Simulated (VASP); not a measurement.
# WS2 (P6_3/mmc) in VASP: Born charges and dielectric tensor with LDA

Aim: the Born charges and dielectric tensor of WS2 with LDA.

Program: VASP 6.6.1. These are calculated values, not measurements. Logs are shortened: lines on timing, memory, paths and dates and some standing lists are left out, and cuts for length are marked.

### 1 The structure

Symmetry: P6_3/mmc, No. 194, hexagonal system. Conventional cell: a = 3.130 Å, b = 3.130 Å, c = 12.178 Å, α = 90.00°, β = 90.00°, γ = 120.00°. W (site symmetry -6m2) has 6 S at 2.39 Å as nearest neighbours. S (site symmetry 3m) has 3 W at 2.39 Å as nearest neighbours.

The cell is a database's computed one.

### 2 Born charges and dielectric tensor, LDA

Contents of INCAR:

```
SYSTEM = WS2
  PREC = Accurate
  ENCUT = 600
  EDIFF = 1E-8
  ISMEAR = 0
  SIGMA = 0.02
  LREAL = .FALSE.
  LASPH = .TRUE.
  NELM = 60
  ALGO = Fast
  ISIF = 2
  LWAVE = .FALSE.
  LCHARG = .FALSE.
  GGA = CA
  LEPSILON = .TRUE.
  IBRION = 8
  NSW = 1
```

Contents of KPOINTS:

```
regular mesh
0
G
  6 6 1
  0 0 0
```

Contents of POSCAR:

```
WS2
1.0
    3.1295400000      0.0000000000      0.0000000000
   -1.5647700000      2.7102600000      0.0000000000
    0.0000000000      0.0000000000     12.1778200000
W S
2 4
Direct
    0.3333300000      0.6666700000      0.2500000000
    0.6666700000      0.3333300000      0.7500000000
    0.3333300000      0.6666700000      0.6216400000
    0.6666700000      0.3333300000      0.1216400000
    0.3333300000      0.6666700000      0.8783600000
    0.6666700000      0.3333300000      0.3783600000
```

Potentials or basis: VASP PAW LDA potentials, release 64 (W_sv, S).

On the command line:

```bash
> cat potpaw_LDA.64/W_sv/POTCAR potpaw_LDA.64/S/POTCAR > POTCAR
> mpirun -np 1 vasp_std > vasp.out
```

OUTCAR:

```text
SYSTEM = WS2
   PREC = Accurate
   ENCUT = 600
   EDIFF = 1E-8
   ISMEAR = 0
   LREAL = .FALSE.
   LASPH = .TRUE.
   NELM = 60
   ISIF = 2
   GGA = CA
   LEPSILON = .TRUE.
   IBRION = 8
   NSW = 1

 ion  position               nearest neighbor table
   1  0.333  0.667  0.250-   4 2.39   6 2.39   4 2.39   6 2.39   4 2.39   6 2.39
   2  0.667  0.333  0.750-   3 2.39   5 2.39   3 2.39   5 2.39   3 2.39   5 2.39
   3  0.333  0.667  0.622-   2 2.39   2 2.39   2 2.39
   4  0.667  0.333  0.122-   1 2.39   1 2.39   1 2.39
   5  0.333  0.667  0.878-   2 2.39   2 2.39   2 2.39
   6  0.667  0.333  0.378-   1 2.39   1 2.39   1 2.39

  LATTYP: Found a hexagonal cell.
 ALAT       =     3.1295400000
 C/A-ratio  =     3.8912491932

  Lattice vectors:

 A1 = (   3.1295400000,   0.0000000000,   0.0000000000)
 A2 = (  -1.5647700000,   2.7102600000,   0.0000000000)
 A3 = (   0.0000000000,   0.0000000000,  12.1778200000)

Analysis of symmetry for initial positions (statically):
=====================================================================
 Subroutine PRICEL returns:
 Original cell was already a primitive cell.

 Routine SETGRP: Setting up the symmetry group for a
 hexagonal supercell.

 Subroutine GETGRP returns: Found  8 space group operations
 (whereof  4 operations were pure point group operations)
 out of a pool of 24 trial point group operations.

The static configuration has the point symmetry C_2h.
 The point group associated with its full space group is D_2h.

Analysis of symmetry for dynamics (positions and initial velocities):
=====================================================================
 Subroutine PRICEL returns:
 Original cell was already a primitive cell.

 Routine SETGRP: Setting up the symmetry group for a
 hexagonal supercell.

 Subroutine GETGRP returns: Found  8 space group operations
 (whereof  4 operations were pure point group operations)
 out of a pool of 24 trial point group operations.

The dynamic configuration has the point symmetry C_2h.
 The point group associated with its full space group is D_2h.

 Subroutine INISYM returns: Found  8 space group operations
 (whereof  4 operations are pure point group operations),
 and found     1 'primitive' translations

----------------------------------------------------------------------------------------

                                     Primitive cell

  volume of cell :     103.2907

  direct lattice vectors                    reciprocal lattice vectors
     3.129540000  0.000000000  0.000000000     0.319535778  0.184484145  0.000000000
    -1.564770000  2.710260000  0.000000000     0.000000000  0.368968291  0.000000000
     0.000000000  0.000000000 12.177820000     0.000000000  0.000000000  0.082116504

  length of vectors
     3.129540000  3.129539011 12.177820000     0.368968174  0.368968291  0.082116504

  position of ions in fractional coordinates (direct lattice)
     0.333330000  0.666670000  0.250000000
     0.666670000  0.333330000  0.750000000
     0.333330000  0.666670000  0.621640000
     0.666670000  0.333330000  0.121640000
     0.333330000  0.666670000  0.878360000
     0.666670000  0.333330000  0.378360000

[... 641 lines left out ...]

 Free energy of the ion-electron system (eV)
  ---------------------------------------------------
  ---------------------------------------------------
  free energy    TOTEN  =        -0.14929993 eV

  energy without entropy =       -0.14929993

------------------------ aborting loop because EDIFF is reached ----------------------------------------

 INTERNAL STRAIN TENSOR  FOR ION    3  DIRECTION 3   (eV/Angst):
 -----------------------------------------------------------------------------
    11.82116  0.00666  0.01138
     0.00666 11.82883 -0.00657
     0.01136 -0.00656 30.94472

 MACROSCOPIC STATIC DIELECTRIC TENSOR (including local field effects in DFT)
 ------------------------------------------------------
          14.809028     0.000134     0.000000
           0.000134    14.809170     0.000000
           0.000000     0.000000     7.605146
 ------------------------------------------------------

 PIEZOELECTRIC TENSOR (including local field effects)  for field in x, y, z        (e  Angst)
          XX          YY          ZZ          XY          YZ          ZX
  --------------------------------------------------------------------------------
  x     0.00000     0.00000     0.00000     0.00000     0.00000     0.00000
  y     0.00000     0.00000     0.00000     0.00000     0.00000     0.00000
  z     0.00000     0.00000     0.00000     0.00000     0.00000     0.00000

 PIEZOELECTRIC TENSOR (including local field effects)  for field in x, y, z        (C/m^2)
          XX          YY          ZZ          XY          YZ          ZX
  --------------------------------------------------------------------------------
  x     0.00000     0.00000     0.00000     0.00000     0.00000     0.00000
  y     0.00000     0.00000     0.00000     0.00000     0.00000     0.00000
  z     0.00000     0.00000     0.00000     0.00000     0.00000     0.00000

 BORN EFFECTIVE CHARGES (including local field effects) (in |e|, cummulative output)
 ---------------------------------------------------------------------------------
 ion    1
    1    -0.74804     0.00000    -0.00000
    2     0.00000    -0.74804     0.00000
    3     0.00000     0.00000    -0.21030
 ion    2
    1    -0.74804     0.00000    -0.00000
    2     0.00000    -0.74804     0.00000
    3     0.00000     0.00000    -0.21030
 ion    3
    1     0.37402    -0.00000    -0.00002
    2    -0.00000     0.37402     0.00001
    3     0.00001    -0.00000     0.10515
 ion    4
    1     0.37402    -0.00000     0.00002
    2    -0.00000     0.37402    -0.00001
    3    -0.00001     0.00000     0.10515
 ion    5
    1     0.37402    -0.00000     0.00002
    2    -0.00000     0.37402    -0.00001
    3    -0.00001     0.00000     0.10515
 ion    6
    1     0.37402    -0.00000    -0.00002
    2    -0.00000     0.37402     0.00001
    3     0.00001    -0.00000     0.10515

 INTERNAL STRAIN TENSOR FOR ION    6 for displacements in x,y,z  (eV/Angst):
          X           Y           Z          XY          YZ          ZX
  --------------------------------------------------------------------------------
  x     0.00249     0.00523    -0.00517     3.81955    -0.03742   -14.99353
  y     3.74398    -3.74844     0.00299     0.12292   -16.07385    -0.01499
  z   -11.82116   -11.82883   -30.94472    -0.00666     0.00656    -0.01138

 SECOND DERIVATIVES (NOT SYMMETRIZED)
 ------------------------------------
               1X          1Y          1Z          2X          2Y          2Z          3X          3Y          3Z          4X          4Y          4Z          5X          5Y          5Z          6X          6Y          6Z
  1X   -22.275792    0.013365   -0.000000    0.117957   -0.011309   -0.000000    0.010511   -0.003524    0.000428   11.068406    0.002496    0.000373    0.010511   -0.003524   -0.000428   11.068406    0.002496   -0.000373
  1Y     0.013365  -22.260341   -0.000000   -0.011309    0.104899   -0.000000   -0.003524    0.006442   -0.000247    0.002496   11.071279   -0.000215   -0.003524    0.006442    0.000247    0.002496   11.071279    0.000215
  1Z    -0.000000    0.000000  -33.772354    0.000000   -0.000000    0.175121   -0.003722    0.002149    0.029611   -0.001795    0.001037   16.769006    0.003722   -0.002149    0.029611    0.001795   -0.001037   16.769006
  2X     0.117957   -0.011309   -0.000000  -22.275792    0.013365   -0.000000   11.068406    0.002496   -0.000373    0.010511   -0.003524   -0.000428   11.068406    0.002496    0.000373    0.010511   -0.003524    0.000428
  2Y    -0.011309    0.104899   -0.000000    0.013365  -22.260341   -0.000000    0.002496   11.071279    0.000215   -0.003524    0.006442    0.000247    0.002496   11.071279   -0.000215   -0.003524    0.006442   -0.000247
  2Z     0.000000   -0.000000    0.175121   -0.000000    0.000000  -33.772354    0.001795   -0.001037   16.769006    0.003722   -0.002149    0.029611   -0.001795    0.001037   16.769006   -0.003722    0.002149    0.029611
  3X     0.010832    0.004089    0.000810   11.061100   -0.005492   -0.002941  -10.802195   -0.000416   -0.000088    0.039620    0.000591    0.000812   -0.363751    0.000662    0.000283    0.054394    0.000566    0.001126
  3Y     0.004089    0.015553   -0.000467   -0.005492   11.054749    0.001698   -0.000416  -10.802665    0.000051    0.000591    0.040302   -0.000469    0.000662   -0.362987   -0.000163    0.000566    0.055048   -0.000650
  3Z    -0.003153    0.001820    0.048984    0.004613   -0.002663   16.765690    0.002375   -0.001371  -19.034754    0.000298   -0.000172   -0.007897   -0.001111    0.000641    1.987666   -0.003022    0.001745    0.240311
  4X    11.061100   -0.005492    0.002941    0.010832    0.004089   -0.000810    0.039620    0.000591   -0.000812  -10.802195   -0.000416    0.000088    0.054394    0.000566   -0.001126   -0.363751    0.000662   -0.000283
  4Y    -0.005492   11.054749   -0.001698    0.004089    0.015553    0.000467    0.000591    0.040302    0.000469   -0.000416  -10.802665   -0.000051    0.000566    0.055048    0.000650    0.000662   -0.362987    0.000163
  4Z    -0.004613    0.002663   16.765690    0.003153   -0.001820    0.048984   -0.000298    0.000172   -0.007897   -0.002375    0.001371  -19.034754    0.003022   -0.001745    0.240311    0.001111   -0.000641    1.987666
  5X     0.010832    0.004089   -0.000810   11.061100   -0.005492    0.002941   -0.363751    0.000662   -0.000283    0.054394    0.000566   -0.001126  -10.802195   -0.000416    0.000088    0.039620    0.000591   -0.000812
  5Y     0.004089    0.015553    0.000467   -0.005492   11.054749   -0.001698    0.000662   -0.362987    0.000163    0.000566    0.055048    0.000650   -0.000416  -10.802665   -0.000051    0.000591    0.040302    0.000469
  5Z     0.003153   -0.001820    0.048984   -0.004613    0.002663   16.765690    0.001111   -0.000641    1.987666    0.003022   -0.001745    0.240311   -0.002375    0.001371  -19.034754   -0.000298    0.000172   -0.007897
  6X    11.061100   -0.005492   -0.002941    0.010832    0.004089    0.000810    0.054394    0.000566    0.001126   -0.363751    0.000662    0.000283    0.039620    0.000591    0.000812  -10.802195   -0.000416   -0.000088
  6Y    -0.005492   11.054749    0.001698    0.004089    0.015553   -0.000467    0.000566    0.055048   -0.000650    0.000662   -0.362987   -0.000163    0.000591    0.040302   -0.000469   -0.000416  -10.802665    0.000051
  6Z     0.004613   -0.002663   16.765690   -0.003153    0.001820    0.048984   -0.003022    0.001745    0.240311   -0.001111    0.000641    1.987666    0.000298   -0.000172   -0.007897    0.002375   -0.001371  -19.034754

 Eigenvectors and eigenvalues of the dynamical matrix
 ----------------------------------------------------

   1 f  =   13.239004 THz    83.183113 2PiTHz  441.605627 cm-1    54.752095 meV
             X         Y         Z           dx          dy          dz
     -0.000016  1.806849  3.044455    -0.000000   -0.000000   -0.354131
      1.564786  0.903411  9.133365    -0.000000    0.000000    0.354131
     -0.000016  1.806849  7.570220     0.000077   -0.000044   -0.432776
      1.564786  0.903411  1.481310     0.000077   -0.000044    0.432776
     -0.000016  1.806849 10.696510    -0.000077    0.000044   -0.432776
      1.564786  0.903411  4.607600    -0.000077    0.000044    0.432776
[... 145 lines left out ...]
  18 f/i=    0.002785 THz     0.017497 2PiTHz    0.092888 cm-1     0.011517 meV
             X         Y         Z           dx          dy          dz
     -0.000016  1.806849  3.044455     0.000000   -0.000000   -0.608920
      1.564786  0.903411  9.133365     0.000000   -0.000000   -0.608920
     -0.000016  1.806849  7.570220     0.000021   -0.000012   -0.254181
      1.564786  0.903411  1.481310    -0.000021    0.000012   -0.254181
     -0.000016  1.806849 10.696510    -0.000021    0.000012   -0.254181
      1.564786  0.903411  4.607600     0.000021   -0.000012   -0.254181

--------------------------------------------------------------------------------------------------------

 MACROSCOPIC STATIC DIELECTRIC TENSOR IONIC CONTRIBUTION
 ------------------------------------------------------
           0.088501     0.000009    -0.000000
           0.000009     0.088511     0.000000
          -0.000000     0.000000     0.004611
 ------------------------------------------------------

 ELASTIC MODULI CONTR FROM IONIC RELAXATION (kBar)
 Direction    XX          YY          ZZ          XY          YZ          ZX
 --------------------------------------------------------------------------------
 XX        -496.8681   -319.9223  -1066.1607    -46.6967      0.0000      0.0000
 YY        -319.9223   -495.3081  -1068.2340     48.0470     -0.0000     -0.0000
 ZZ       -1066.1607  -1068.2340  -2793.4502     -1.7963     -0.0000      0.0000
 XY         -46.6967     48.0470     -1.7963   -378.7878      0.0000     -0.0000
 YZ           0.0000      0.0000     -0.0000      0.0000  -1533.4022     -4.5890
 ZX          -0.0000      0.0000      0.0000     -0.0000     -4.5890  -1334.3900
 --------------------------------------------------------------------------------

 PIEZOELECTRIC TENSOR IONIC CONTR  for field in x, y, z        (C/m^2)
          XX          YY          ZZ          XY          YZ          ZX
  --------------------------------------------------------------------------------
  x     0.00000    -0.00000    -0.00000    -0.00000    -0.00000     0.00000
  y    -0.00000     0.00000    -0.00000    -0.00000    -0.00000    -0.00000
  z    -0.00000     0.00000     0.00000    -0.00000    -0.00000    -0.00000
```

Wall time 25 min (1 thread of Intel Xeon Platinum 8488C (Sapphire Rapids), shared host); peak memory 0.49 GiB.

What came out:

- Band gap on the k mesh: 0.86 eV, indirect (least direct gap 1.88 eV)
- Electronic dielectric tensor (diagonal): 14.81, 14.81, 7.61
- Born charges (mean of the diagonal): W -0.57; S +0.28 e
- Highest phonon frequency at Γ, LO-TO splitting left out: 442 cm⁻¹

Levels at points of the mesh, in eV from the valence-band top:
```tsv
k point	band 23	band 24	band 25	band 26	band 27	band 28	band 29	band 30
(0.00, 0.00, 0.00)	-2.23	-1.45	-1.39	0.00	2.32	2.32	2.33	2.33
(0.50, 0.00, 0.00)	-1.96	-1.77	-1.73	-1.58	2.33	2.38	2.55	2.94
(0.50, 0.50, 0.00)	-1.96	-1.77	-1.73	-1.58	2.33	2.38	2.55	2.94
```

Phonon frequencies in cm⁻¹ (negative: imaginary):
```tsv
q point	frequencies
(0.000, 0.000, 0.000)	0 0 0 27 28 42 297 297 298 298 356 356 358 358 420 425 439 442
```

Electronic dielectric tensor:
```
14.81  0.00  0.00
 0.00 14.81  0.00
 0.00  0.00  7.61
```

Born effective charge tensors (e):
atom 1, W
```
-0.75  0.00  0.00
 0.00 -0.75  0.00
 0.00  0.00 -0.21
```
atom 2, W
```
-0.75  0.00  0.00
 0.00 -0.75  0.00
 0.00  0.00 -0.21
```
atom 3, S
```
0.37 0.00 0.00
0.00 0.37 0.00
0.00 0.00 0.11
```
atom 4, S
```
0.37 0.00 0.00
0.00 0.37 0.00
0.00 0.00 0.11
```
atom 5, S
```
0.37 0.00 0.00
0.00 0.37 0.00
0.00 0.00 0.11
```
atom 6, S
```
0.37 0.00 0.00
0.00 0.37 0.00
0.00 0.00 0.11
```

Caveat: the k mesh is coarse (spacing up to 0.52 Å⁻¹), so the values aren't converged; spin-orbit coupling is left out, which moves the levels of the heavy elements; an odd mesh through Γ misses points on the zone boundary, where band edges often lie. A hybrid or GW would open this gap; LDA tends to underestimate it.
